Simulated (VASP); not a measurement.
AlGaN2, 4 atoms in the cell. Symmetry: P3m1, No. 156, trigonal system. The conventional cell has a = 3.167 Å, b = 3.167 Å, c = 5.078 Å, α = 90.00°, β = 90.00°, γ = 120.00°. Ga (site symmetry 3m) is surrounded by 4 N at 1.93 to 1.94 Å. Around Al (site symmetry 3m) lie 4 N at 1.93 to 1.94 Å. N (site symmetry 3m) has 3 Al at 1.93 Å and 1 Ga at 1.94 Å as nearest neighbours. N (site symmetry 3m) is surrounded by 3 Ga at 1.93 Å and 1 Al at 1.94 Å. The cell comes from a database or a generator and needn't be the stable form of this composition.

- Program: VASP 6.6.1
- Task: relaxation of cell and atoms
- Functional: PBEsol
- Potentials or basis: VASP PAW PBE potentials, release 64 (Ga_d, Al, N)
- Cutoff: 600 eV
- k mesh: 3 × 3 × 2
- Occupations: gaussian, width 0.02 eV
- Spin: no spin polarisation
- Further INCAR settings: ALGO = Fast; EDIFF = 1e-06; IBRION = 2; EDIFFG = -0.01; NSW = 40; ISIF = 3

Potentials or basis: VASP PAW PBE potentials, release 64 (Ga_d, Al, N).

Command:

```sh
$ cat potpaw_PBE.64/Ga_d/POTCAR potpaw_PBE.64/Al/POTCAR potpaw_PBE.64/N/POTCAR > POTCAR
$ mpirun -np 1 vasp_std > vasp.out
```

Hardware: 1 thread of Intel(R) Xeon(R) 6975P-C (Granite Rapids), on a shared host.

**Question.** Estimate the wall time of this run.

**Answer.** Run time: 22 s on 1 thread of Intel(R) Xeon(R) 6975P-C (Granite Rapids) (shared host), peak memory 0.18 GiB. Counts: scf iterations 53, k points 6, ion steps 6.
